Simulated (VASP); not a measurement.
The system is Fe.

```
Fe
1.0
    -1.44300    1.44300    1.44300
     1.44300   -1.44300    1.44300
     1.44300    1.44300   -1.44300
Fe
1
Cartesian
  0.0000 0.0000 0.0000
```

```yaml
Program: VASP 6.6.1
Task: relaxation of cell and atoms
Functional: r2SCAN
Potentials_or_basis: VASP PAW PBE potentials, release 64 (Fe)
Cutoff: 600 eV
k_mesh: 13 × 13 × 13
Occupations: methfessel-paxton, width 0.1 eV
Spin: collinear spin, ferromagnetic start
Starting_moments: "[3.0] μB"
```

At the start: pressure -4.5 GPa; volume 12.02 Å³/atom.

Task: How do energy, volume and symmetry change on relaxing?

Result: Over 3 steps the energy falls by 4.0 meV/atom and the volume is 11.74 Å³/atom (-2.3 %); space group Im-3m (No. 229, to 0.05 Å); moment 2.65 μB per cell.

The path:
```
step  energy change (eV)  largest force (eV/Å)  pressure (GPa)  volume (Å³)
   1              0.0000                0.0000           -4.54        12.02
   2              0.0016                0.0000            5.99        11.44
   3             -0.0040                0.0000            0.01        11.74
```

Final structure:
```
CELL_PARAMETERS angstrom
-1.43193 1.43193 1.43193
1.43193 -1.43193 1.43193
1.43193 1.43193 -1.43193
ATOMIC_POSITIONS crystal
Fe 0.00000 0.00000 0.00000
```

Caveat: the PAW data sets were made with another functional, which shifts forces and pressure a little.
